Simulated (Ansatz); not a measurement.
The parent structure is CaF2 in the fluorite structure (space group Fm-3m, No. 225; a = 5.421 Å). Axes: x, y, z lie along the cube axes.

Method: PBEsol (Ansatz, an electronic-structure program), no SOC.

A first run, uniaxial strain ε_yy = −1.31 %, gives secant values C11 ≈ 170 GPa and C12 ≈ 49 GPa from its stress. A second run applies biaxial strain +2.25 %, plane normal [001], relaxed out of plane.

Question: What does linear elasticity predict for −ε⊥/ε∥ in the second run, and what does the run give?

Answer: Linear elasticity: 2 C12/C11 = 0.58. The run gives 0.52; any difference comes from nonlinear terms at these strains and numerical noise.

Stability against distortions was not tested.
